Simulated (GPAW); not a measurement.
# EuS (Fm-3m) in GPAW: a series of runs

The runs below take EuS through band structure, with LDA.

Program: GPAW 26.7.0. These are calculated values, not measurements. Logs are shortened: lines on timing, memory, paths and dates and some standing lists are left out, and cuts for length are marked. The log counts tension as positive stress, the text compression.

**What was measured.**

“Crystal-field mediated electronic transitions of EuS up to 35 GPa”, 2022, pmc:8786971 reports, for a powder of EuS at 300 K: band gap 1.72 eV (optical).

The results are compared with them further down.

## (1) Starting point

The structure is cubic, space group Fm-3m (No. 225). The conventional cell has a = 5.957 Å, b = 5.957 Å, c = 5.957 Å, α = 90.00°, β = 90.00°, γ = 90.00°. Around Eu (site symmetry m-3m) lie 6 S at 2.98 Å. S (site symmetry m-3m) is surrounded by 6 Eu at 2.98 Å.

## (2) Band structure, LDA, collinear spin, ferromagnetic start

The input, run.py:

```python
from ase.dft.bandgap import bandgap
from ase.io import read, write
from ase.units import Bohr, GPa
from gpaw import GPAW, PW
from gpaw.elf import elf_from_dft_calculation

atoms = read('POSCAR')
atoms.set_initial_magnetic_moments([7.0, 0.0])

calc = GPAW(mode=PW(800),
            xc='LDA',
            kpts={'size': (8, 8, 8), 'gamma': True},
            occupations={'name': 'fermi-dirac', 'width': 0.05},
            nbands=25,
            convergence={'density': 1e-05, 'energy': 1e-05},
            maxiter=150,
            txt='gpaw.txt')
atoms.calc = calc
energy = atoms.get_potential_energy()
forces = atoms.get_forces()
stress = atoms.get_stress()
calc.write('gs.gpw')
write('result.traj', atoms)
print(f'Energy: {energy:.6f} eV')
print('Forces (eV/A):')
print(forces.round(4))
print('Stress (GPa):', (stress / GPa).round(3))
print('Moments:', calc.get_magnetic_moments().round(3))
print('Fermi level:', round(calc.get_fermi_level(), 4), 'eV')
print(f'Gap: {bandgap(calc)[0]:.4f} eV, direct: {bandgap(calc, direct=True)[0]:.4f} eV')

# fields on the real-space grid
write('density.cube', atoms, data=calc.get_pseudo_density() * Bohr**3)
write('potential.cube', atoms, data=calc.get_electrostatic_potential())
write('spin.cube', atoms, data=(calc.get_pseudo_density(spin=0) - calc.get_pseudo_density(spin=1)) * Bohr**3)
write('elf.cube', atoms, data=elf_from_dft_calculation(calc).data)

path = atoms.cell.bandpath('GXWKGLUWLK,UX', npoints=100, eps=1e-4)
bs_calc = calc.fixed_density(kpts=path, symmetry='off', nbands=39,
                             convergence={'bands': 'CBM+6.0', 'eigenstates': 1e-6}, txt='bands.txt')
bs = bs_calc.band_structure()
bs.write('bs.json')
print(f'Gap on the path: {bandgap(bs_calc)[0]:.4f} eV')
```

The input, POSCAR:

```
EuS
1.0
    0.0000000000      2.9785000000      2.9785000000
    2.9785000000      0.0000000000      2.9785000000
    2.9785000000      2.9785000000      0.0000000000
Eu S
1 1
Direct
    0.0000000000      0.0000000000      0.0000000000
    0.5000000000      0.5000000000      0.5000000000
```

Potentials or basis: the program's PAW data sets (release 1.2.1) made for this functional, pw.

On the command line:

```sh
$ OMP_NUM_THREADS=1 python run.py
```

gpaw.txt:

```text
__  _  _
 | _ |_)|_||  |
 |__||  | ||/\| - 26.7.0

Input parameters:
  mode=PW(ecut=800.0),
  convergence={'density': 1e-05, 'energy': 1e-05},
  kpts=MonkhorstPack(size=(8, 8, 8), gamma=True),
  maxiter=150,
  nbands=25,
  occupations=Occupations(name='fermi-dirac', width=0.05),
  xc=XC(name='LDA')

Diagonalizing LCAO Hamiltonian
Converting LCAO to pw mode

                S

       Eu

Atoms  # Å, Bohr magnetons
|   | symbol |        x |        y |        z |    initial magnetic moments |
|---|--------|----------|----------|----------|-----------------------------|
| 0 |     Eu | 0.000000 | 0.000000 | 0.000000 | ( 0.0000,  0.0000,  7.0000) |
| 1 |      S | 2.978500 | 2.978500 | 2.978500 | ( 0.0000,  0.0000,  0.0000) |

Unit cell  # Å
| periodic |        x |        y |        z |  lengths |    angles |
|----------|----------|----------|----------|----------|-----------|
|      yes | 0.000000 | 2.978500 | 2.978500 | 4.212235 | 60.000000 |
|      yes | 2.978500 | 0.000000 | 2.978500 | 4.212235 | 60.000000 |
|      yes | 2.978500 | 2.978500 | 0.000000 | 4.212235 | 60.000000 |

Number of symmetries: 48
Symmetry operations  # r_c * U_cc + t_c -> r_c
|    | kind |            matrix            |
|----|------|------------------------------|
|  0 |  σ   |  1, 0, 0,  1, 0,-1,  1,-1, 0 |
|  1 |  C2  |  1, 0, 0,  1,-1, 0,  1, 0,-1 |
|  2 |  E   |  1, 0, 0,  0, 1, 0,  0, 0, 1 |
|  3 |  σ   |  1, 0, 0,  0, 0, 1,  0, 1, 0 |
|  4 |  C4  |  1, 0,-1,  1, 0, 0,  1,-1, 0 |
|  5 |  S6  |  1, 0,-1,  1,-1, 0,  1, 0, 0 |
|  6 |  σ   |  1, 0,-1,  0, 1,-1,  0, 0,-1 |
|  7 |  C3  |  1, 0,-1,  0, 0,-1,  0, 1,-1 |
|  8 |  S6  |  1,-1, 0,  1, 0, 0,  1, 0,-1 |
|  9 |  C4  |  1,-1, 0,  1, 0,-1,  1, 0, 0 |
| 10 |  C3  |  1,-1, 0,  0,-1, 1,  0,-1, 0 |
| 11 |  σ   |  1,-1, 0,  0,-1, 0,  0,-1, 1 |
| 12 |  σ   |  0, 1, 0,  1, 0, 0,  0, 0, 1 |
| 13 |  C4  |  0, 1, 0,  0, 1,-1, -1, 1, 0 |
| 14 |  C3  |  0, 1, 0,  0, 0, 1,  1, 0, 0 |
| 15 |  S6  |  0, 1, 0, -1, 1, 0,  0, 1,-1 |
| 16 |  C2  |  0, 1,-1,  1, 0,-1,  0, 0,-1 |
| 17 |  σ   |  0, 1,-1,  0, 1, 0, -1, 1, 0 |
| 18 |  S4  |  0, 1,-1,  0, 0,-1,  1, 0,-1 |
| 19 |  C4  |  0, 1,-1, -1, 1, 0,  0, 1, 0 |
| 20 |  C3  |  0, 0, 1,  1, 0, 0,  0, 1, 0 |
| 21 |  σ   |  0, 0, 1,  0, 1, 0,  1, 0, 0 |
| 22 |  S6  |  0, 0, 1,  0,-1, 1, -1, 0, 1 |
| 23 |  C4  |  0, 0, 1, -1, 0, 1,  0,-1, 1 |
| 24 |  S4  |  0, 0,-1,  1, 0,-1,  0, 1,-1 |
| 25 |  C3  |  0, 0,-1,  0, 1,-1,  1, 0,-1 |
| 26 |  C2  |  0, 0,-1,  0,-1, 0, -1, 0, 0 |
| 27 |  S6  |  0, 0,-1, -1, 0, 0,  0,-1, 0 |
| 28 |  S4  |  0,-1, 1,  1,-1, 0,  0,-1, 0 |
| 29 |  C4  |  0,-1, 1,  0, 0, 1, -1, 0, 1 |
| 30 |  C2  |  0,-1, 1,  0,-1, 0,  1,-1, 0 |
| 31 |  σ   |  0,-1, 1, -1, 0, 1,  0, 0, 1 |
| 32 |  C3  |  0,-1, 0,  1,-1, 0,  0,-1, 1 |
| 33 |  S6  |  0,-1, 0,  0, 0,-1, -1, 0, 0 |
| 34 |  S4  |  0,-1, 0,  0,-1, 1,  1,-1, 0 |
| 35 |  C2  |  0,-1, 0, -1, 0, 0,  0, 0,-1 |
| 36 |  C2  | -1, 1, 0,  0, 1, 0,  0, 1,-1 |
| 37 |  S6  | -1, 1, 0,  0, 1,-1,  0, 1, 0 |
| 38 |  S4  | -1, 1, 0, -1, 0, 1, -1, 0, 0 |
| 39 |  C3  | -1, 1, 0, -1, 0, 0, -1, 0, 1 |
| 40 |  S6  | -1, 0, 1,  0, 0, 1,  0,-1, 1 |
| 41 |  C2  | -1, 0, 1,  0,-1, 1,  0, 0, 1 |
| 42 |  C3  | -1, 0, 1, -1, 1, 0, -1, 0, 0 |
[... 101 lines left out ...]

    Using partial waves for S as LCAO basis

Reference energy: -305704.514845  # eV

eigensolver:
  PPCG
  Converge bands: occupied
  niter=2

density mixing:
  MSR1-Mixer
  Pratt-step length: 0.05
  Maximum mixing coefficient: 0.75
  Old densities: 10
  SVD Regularization: 0.005
  Good broyden scale: 1.0
  Trust region scale: 1.0
  Backstep threshold: 4.0
  History deletion threshold: 6.0
  Fourier metric: weight=20.0, sigma=0.015

occupation numbers:
  Fermi-Dirac:
    width: 0.0500  # eV

poisson solver:
  ecut: 6400.0  # eV

xc functional:
  name: None

convergence criteria:
- Maximum integral of absolute [dens]ity change: 1e-05 electrons / valence electron
- Maximum [total energy] change in last 3 cyles: 1e-05 eV / valence electron
- Maximum integral of absolute [eigenst]ate change: 4e-08 eV^2 / valence electron
maximum number of iterations: 150

SCF iterations
|iter     | |      energy | eigst |  dens |  magmom |
|---------|-|-------------|-------|-------|---------|
|iter:   1| |  -20.209278 | -0.47 |       |  +7.0093|
|iter:   2| |  -19.414698 | -1.58 | -0.83 |  +6.9646|
|iter:   3| |  -19.266797 | -2.36 | -1.17 |  +6.9522|
|iter:   4| |  -19.186761 | -1.94 | -1.31 |  +6.9372|
|iter:   5| |  -19.170277 | -3.65 | -1.39 |  +6.9319|
|iter:   6| |  -19.142387 | -2.73 | -1.50 |  +6.9276|
|iter:   7| |  -19.149874 | -2.92 | -1.91 |  +6.9485|
|iter:   8| |  -19.141556 | -3.44 | -1.82 |  +6.9573|
|iter:   9| |  -19.141262 | -3.91 | -2.27 |  +6.9632|
|iter:  10| |  -19.141374 | -5.44 | -3.02 |  +6.9633|
|iter:  11| |  -19.141409c| -6.70 | -3.44 |  +6.9623|
|iter:  12| |  -19.141412c| -7.89c| -4.34 |  +6.9622|
|iter:  13| |  -19.141414c| -8.12c| -4.82 |  +6.9621|
|iter:  14| |  -19.141414c| -8.71c| -5.73c|  +6.9621|

Converged in 14 steps
Energy contributions relative to reference atoms: (reference = -305704.514845)

Energy contributions:
  Kinetic:           9.909857
  Coulomb:         -10.164048
  Zero:              0.231903
  External:          0.000000
  Xc:              -19.113281
  Entropy:          -0.011691
  Spinorbit:         0.000000
  ----------------------------
  Free energy:     -19.147259
  Extrapolated:    -19.141414

dipole moment: (-32.922774, -32.922774, -32.922774)  # |e|*Ang

Total magnetic moment: (0.000000, 0.000000, 6.962091)

Local magnetic moments
|        x |        y |         z |
|----------|----------|-----------|
| 0.000000 | 0.000000 |  6.611563 |  # Eu   0
| 0.000000 | 0.000000 | -0.050091 |  # S    1

Fermi level: 7.695
Eigenvalues  # (at kpt = [0.000, 0.000, 0.000])
| band index |      eig [eV] | occ [0-1] |      eig [eV] | occ [0-1] |
|------------|---------------|-----------|---------------|-----------|
|          0 |       -33.666 |     1.000 |       -30.756 |     1.000 |
|        ... |               |           |               |           |
|          2 |       -12.382 |     1.000 |       -10.178 |     1.000 |
|          3 |       -12.382 |     1.000 |       -10.178 |     1.000 |
|          4 |        -5.669 |     1.000 |        -5.638 |     1.000 |
|          5 |         5.006 |     1.000 |         5.198 |     1.000 |
|          6 |         5.006 |     1.000 |         5.198 |     1.000 |
|          7 |         5.006 |     1.000 |         5.198 |     1.000 |
[... 8 lines left out ...]
|         16 |         8.753 |     0.000 |        11.953 |     0.000 |
|         17 |         8.753 |     0.000 |        11.953 |     0.000 |
|        ... |               |           |               |           |
|         24 |        20.311 |     0.000 |        21.043 |     0.000 |

No gap
No difference between direct/indirect transitions

Forces  # eV/Ang
|       x |       y |        z |
|---------|---------|----------|
| 0.00000 | 0.00000 | -0.00000 |  # Eu   0
| 0.00000 | 0.00000 |  0.00000 |  # S    1

Stress tensor  # eV/Ang^3
|        x |         y |         z |
|----------|-----------|-----------|
| 0.045625 |  0.000000 |  0.000000 |
| 0.000000 |  0.045625 | -0.000000 |
| 0.000000 | -0.000000 |  0.045625 |

# Writing to gs.gpw (mode='')
```

bands.txt:

```text
Diagonalizing LCAO Hamiltonian
Converting LCAO to pw mode
convergence criteria:
- Maximum integral of absolute [eigenst]ate change: 1e-06 eV^2 / valence electron
maximum number of iterations: 150

SCF iterations
|iter     | |      energy | eigst |  dens |  magmom |
[... 107 lines left out ...]
         [0.3875    , 0.3875    , 0.725     ],
         [0.375     , 0.375     , 0.75      ],
         [0.625     , 0.25      , 0.625     ],
         [0.60416667, 0.20833333, 0.60416667],
         [0.58333333, 0.16666667, 0.58333333],
         [0.5625    , 0.125     , 0.5625    ],
         [0.54166667, 0.08333333, 0.54166667],
         [0.52083333, 0.04166667, 0.52083333],
         [0.5       , 0.        , 0.5       ]])),
  maxiter=150,
  nbands=39,
  occupations=Occupations(name='fermi-dirac', width=0.05),
  symmetry=Symmetry(point_group=False, time_reversal=False),
  xc=XC(name='LDA')
```

It took 5.7 min on 1 thread of Arm Neoverse V1, shared host; peak memory 0.75 GiB.

What came out:

```yaml
Free_energy: -19.1473 eV
Pressure: -7.3 GPa
Band_gap_along_the_path: none (metal or under the smearing width)
Net_moment: 6.96 μB per cell
Site_moments: Eu +6.61; S -0.05 μB
```

Levels at the corners of the path, in eV from the Fermi level:
Spin up:
```tsv
point	band 12	band 13	band 14	band 15	band 16	band 17	band 18	band 19
Γ	-0.26	0.04	0.04	0.04	0.75	1.06	1.06	1.06
X	-0.33	-0.33	-0.29	-0.10	-0.10	3.08	3.13	4.49
W	-0.34	-0.31	-0.29	-0.25	1.92	1.92	3.51	3.94
K	-0.33	-0.32	-0.29	-0.22	0.79	3.66	3.99	4.06
Γ	-0.26	0.04	0.04	0.04	0.75	1.06	1.06	1.06
L	-0.32	-0.32	-0.29	-0.26	2.96	3.24	3.64	3.64
U	-0.33	-0.32	-0.29	-0.22	0.79	3.66	3.99	4.06
W	-0.34	-0.31	-0.29	-0.25	1.92	1.92	3.51	3.94
L	-0.32	-0.32	-0.29	-0.26	2.96	3.24	3.64	3.64
K	-0.33	-0.32	-0.29	-0.22	0.79	3.66	3.99	4.06
U	-0.33	-0.32	-0.29	-0.22	0.79	3.66	3.99	4.06
X	-0.33	-0.33	-0.29	-0.10	-0.10	3.08	3.13	4.49
```
Spin down:
```
point  band 5  band 6  band 7  band 8  band 9  band 10  band 11  band 12
    Γ  -13.33   -2.50   -2.50   -2.50    1.18     1.72     1.72     1.72
    X  -12.98   -3.68   -2.86   -2.86   -0.30     3.70     3.91     3.95
    W  -12.74   -3.89   -3.47   -3.47    2.10     2.10     3.95     4.04
    K  -12.75   -3.89   -3.60   -3.27    1.01     3.53     3.88     3.95
    Γ  -13.33   -2.50   -2.50   -2.50    1.18     1.72     1.72     1.72
    L  -12.35   -5.13   -3.66   -3.66    2.68     3.81     3.81     3.92
    U  -12.75   -3.89   -3.60   -3.27    1.01     3.53     3.88     3.95
    W  -12.74   -3.89   -3.47   -3.47    2.10     2.10     3.95     4.04
    L  -12.35   -5.13   -3.66   -3.66    2.68     3.81     3.81     3.92
    K  -12.75   -3.89   -3.60   -3.27    1.01     3.53     3.88     3.95
    U  -12.75   -3.89   -3.60   -3.27    1.01     3.53     3.88     3.95
    X  -12.98   -3.68   -2.86   -2.86   -0.30     3.70     3.91     3.95
```

Caveat: one-centre terms of the f shell are cut off; spin-orbit coupling is left out, which moves the levels of the heavy elements; a cell with one magnetic atom can't hold antiferromagnetic order, which such compounds often take; without U or exact exchange the open f shell lies at the Fermi level, which spoils levels, moments and volumes. The state reached can hang on the start; a lower one may exist.

## (3) Band structure, LDA, collinear spin, ferromagnetic start, spin-orbit coupling

Edit run.py of step 2 so:

```diff
@@ -1,6 +1,7 @@
+import numpy as np
 from ase.dft.bandgap import bandgap
 from ase.io import read, write
-from ase.units import Bohr, GPa
+from ase.units import GPa
 from gpaw import GPAW, PW
-from gpaw.elf import elf_from_dft_calculation
+from gpaw.spinorbit import soc_eigenstates
 
@@ -31,8 +32,2 @@
 
-# fields on the real-space grid
-write('density.cube', atoms, data=calc.get_pseudo_density() * Bohr**3)
-write('potential.cube', atoms, data=calc.get_electrostatic_potential())
-write('spin.cube', atoms, data=(calc.get_pseudo_density(spin=0) - calc.get_pseudo_density(spin=1)) * Bohr**3)
-write('elf.cube', atoms, data=elf_from_dft_calculation(calc).data)
-
 path = atoms.cell.bandpath('GXWKGLUWLK,UX', npoints=100, eps=1e-4)
@@ -43 +38,7 @@
 print(f'Gap on the path: {bandgap(bs_calc)[0]:.4f} eV')
+
+soc = soc_eigenstates(bs_calc, theta=0, phi=0)
+np.savetxt('soc_bands.dat', soc.eigenvalues(), fmt='%.4f')
+mesh = soc_eigenstates('gs.gpw', theta=0, phi=0)
+np.savetxt('soc_mesh.dat', mesh.eigenvalues(), fmt='%.4f')
+print('Fermi level with spin-orbit coupling:', round(mesh.fermi_level, 4), 'eV')
```

POSCAR is that of step 2.

Potentials or basis: the program's PAW data sets (release 1.2.1) made for this functional, pw.

On the command line:

```sh
$ OMP_NUM_THREADS=1 python run.py
```

It took 5.7 min on 1 thread of Arm Neoverse V1, shared host; peak memory 0.85 GiB.

Results (log left out):

| Quantity | Value |
| --- | --- |
| Free energy | -19.1473 eV |
| Pressure | -7.3 GPa |
| Band gap along the path | none (metal or under the smearing width) |
| Net moment | 6.96 μB per cell |
| Site moments | Eu +6.61; S -0.05 μB |

Levels at the corners of the path, in eV from the Fermi level:
| point | band 21 | band 22 | band 23 | band 24 | band 25 | band 26 |
| --- | --- | --- | --- | --- | --- | --- |
| Γ | -0.11 | -0.09 | 0.12 | 0.65 | 0.91 | 0.94 |
| X | -0.41 | -0.36 | -0.21 | -0.16 | -0.15 | 2.97 |
| W | -0.34 | -0.27 | -0.18 | 1.80 | 1.80 | 2.00 |
| K | -0.36 | -0.26 | -0.18 | 0.70 | 0.90 | 3.44 |
| Γ | -0.11 | -0.09 | 0.12 | 0.65 | 0.91 | 0.94 |
| L | -0.37 | -0.26 | -0.17 | 2.57 | 2.84 | 3.12 |
| U | -0.36 | -0.23 | -0.18 | 0.68 | 0.90 | 3.39 |
| W | -0.34 | -0.27 | -0.18 | 1.80 | 1.80 | 2.00 |
| L | -0.37 | -0.26 | -0.17 | 2.57 | 2.84 | 3.12 |
| K | -0.36 | -0.26 | -0.18 | 0.70 | 0.90 | 3.44 |
| U | -0.36 | -0.23 | -0.18 | 0.68 | 0.90 | 3.39 |
| X | -0.41 | -0.36 | -0.21 | -0.16 | -0.15 | 2.97 |

Caveat: one-centre terms of the f shell are cut off; spin-orbit coupling was added after a scalar SCF, so levels and gaps hold it while energy, forces, pressure and moments don't; this program's spin-orbit splittings come out too wide for heavy elements; a cell with one magnetic atom can't hold antiferromagnetic order, which such compounds often take; without U or exact exchange the open f shell lies at the Fermi level, which spoils levels, moments and volumes. The state reached can hang on the start; a lower one may exist.

## (4) How close it comes

Step 2. Measured gap of EuS: 1.72 eV (optical; 300 K; powder; “Crystal-field mediated electronic transitions of EuS up to 35 GPa”, 2022, pmc:8786971). This calculation gives 0.00 eV (-1.72 eV). So large a miss can be the level of theory's own, or it may mean another phase, state or a wrong row. Spin-orbit coupling on Eu is left out. The value is that of LDA, without temperature or zero-point motion. Semilocal functionals fall short of measured gaps as a rule. The run's magnetic order (collinear spin, ferromagnetic start) needn't be the measured crystal's.

Step 3. Against the measured gap of EuS, 1.72 eV (optical; 300 K; powder; “Crystal-field mediated electronic transitions of EuS up to 35 GPa”, 2022, pmc:8786971), the calculated 0.00 eV is off by -1.72 eV. So large a miss can be the level of theory's own, or it may mean another phase, state or a wrong row. The value is that of LDA, without temperature or zero-point motion. Semilocal functionals fall short of measured gaps as a rule. The run's magnetic order (collinear spin, ferromagnetic start, spin-orbit coupling) needn't be the measured crystal's.
